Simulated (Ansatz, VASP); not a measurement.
**Al in VASP and in Ansatz**

```
Al
1.0
     2.79026    0.00000    0.00000
    -1.39513    2.41644    0.00000
     0.00000    0.00000    4.64792
Al
2
Direct
  0.66667 0.33333 0.75000
  0.33333 0.66667 0.25000
```

Alike in both runs: functional PBEsol; dispersion D3(BJ); k mesh 18 × 18 × 10; occupations gaussian, width 0.1 eV; no spin polarisation.

Ansatz relaxed the structure, and its values are those at the end. VASP's run is a single point on that final structure, the one shown.

|  | VASP | Ansatz |
| --- | --- | --- |
| version | VASP 6.6.1 | Ansatz 0.2.0 |
| potentials or method | VASP PAW PBE potentials, release 64 (Al) | scalar-relativistic, plane waves, PAW |
| plane-wave cutoff (eV) | 520 | 420 |
| valence electrons in the cell | 6 | 6 |

|  | VASP | Ansatz | Ansatz less VASP |
| --- | --- | --- | --- |
| gap on the k mesh at the Fermi level (eV) | none | none | - |
| pressure (GPa) | 0.1 | 0.0 | -0.08 |

A gap of «none» marks a metal or a gap that the smearing closes.

Caveats: the PAW data sets were made with another functional, which shifts forces and pressure a little (VASP); pairwise dispersion overbinds metals, which lowers pressure and volume.
